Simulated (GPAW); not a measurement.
# C in GPAW: convergence with empty bands an atom in the response

Crystal: C.

```
C
1.0
     2.45297    0.00000    0.00000
    -1.22648    2.12433    0.00000
     0.00000    0.00000    8.01131
C
8
Direct
  0.66667 0.33333 0.84375
  0.33333 0.66667 0.15625
  0.33333 0.66667 0.34375
  0.66667 0.33333 0.65625
  0.00000 0.00000 0.90625
  0.00000 0.00000 0.09375
  0.00000 0.00000 0.40625
  0.00000 0.00000 0.59375
```

This is a hexagonal form of diamond, not graphite.

The cell isn't the ideal one: volume scaled by 0.92.

```yaml
Program: GPAW 26.7.0
Task: dielectric tensor
Functional: LDA
Potentials_or_basis: the program's PAW data sets (release 1.2.1) made for this functional
Cutoff: 650 eV
Basis: pw
k_mesh: 10 × 10 × 3
Occupations: fermi-dirac, width 0.001 eV
Spin: no spin polarisation
Maxiter: 150
Response_k_mesh: 10 × 10 × 3
Response_ecut: 80 eV
Response_bands: 32
Kernels: "[\"RPA\"]"
Coarser_k_mesh: 10 × 10 × 3
```

These are the settings of the first run; the series varies empty bands an atom in the response, with any setting tied to it.

Hardware: 1 thread of Arm Neoverse V2, with other jobs on the host.

Task: The values tried are 2, 3, 5, 8, 12, 18, 26, loosest first. From which on does the dielectric constant stay within 0.05 of the tightest run that finished?

Result: From 3 on.

```tsv
empty bands an atom in the response	dielectric constant	SCF cycles	CPU time (s)	peak memory (GiB)
2	5.499	10	68	0.3
3	5.625	10	79	0.31
5	5.665	10	120	0.33
8	5.671	10	180	0.36
12	5.673	10	300	0.4
18	5.674	10	810	0.46
26	5.674	10	1400	0.55
```

The tightest run that finished is the yardstick and may itself not be fully converged.

Caveat, for the tightest run too: the long-wavelength limit can be off by a per cent or two.
